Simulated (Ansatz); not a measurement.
**BN: generalised stacking fault**

These are results of Ansatz 0.2.0, DFT r2SCAN, scalar-relativistic, plane waves, PAW, not measurements. The runs took a 500 eV cutoff, a Γ-centred 10×10×2 mesh and Gaussian smearing (0.05 eV). No spin polarisation. Energies are free energies at this smearing, counted from the undisturbed cell; pressure is positive in compression.

The undisturbed cell (as given, not relaxed at this level; it stands at -4.7 GPa; this wurtzite form isn't the usual structure):

```
B N
1.0
    -2.55394    0.00000    0.00000
    -1.27697   -2.21178    0.00000
     0.00000    0.00000   12.68056
B N
6 6
Direct
  0.66667 0.66667 0.22904
  0.66667 0.66667 0.56237
  0.66667 0.66667 0.89571
  0.33333 0.33333 0.06237
  0.33333 0.33333 0.39571
  0.33333 0.33333 0.72904
  0.66667 0.66667 0.10423
  0.66667 0.66667 0.43756
  0.66667 0.66667 0.77089
  0.33333 0.33333 0.93756
  0.33333 0.33333 0.27089
  0.33333 0.33333 0.60423
```

The cut lies on the cell's a–b face, a (0 0 1) plane (indices in the standard cell, whose axes needn't be the Cartesian ones shown) of area 5.65 Å², between layers 1.58 Å apart. Vector c is tilted by f times 1·a + 0·b (length 2.554 Å) with the atoms' Cartesian places fixed: one unrelaxed fault a cell.

| f | γ (mJ/m²) |
| --- | --- |
| 0.0000 | 0 |
| 0.1000 | 565 |
| 0.2000 | 2203 |
| 0.3000 | 4630 |
| 0.4000 | 7087 |
| 0.5000 | 8215 |

(1) Predict the shear traction, the slope of γ along the slip (GPa) at each point.

Results:

(1)
```tsv
f	shear traction, the slope of γ along the slip (GPa)
0.0000	0.0
0.1000	43.9
0.2000	82.7
0.3000	102.6
0.4000	80.4
0.5000	0.0
```

Cost: 6 runs of about 7.7 core-minutes in all, on Intel Xeon Processor @ 2.50GHz (Skylake/Cascade Lake) (shared hosts).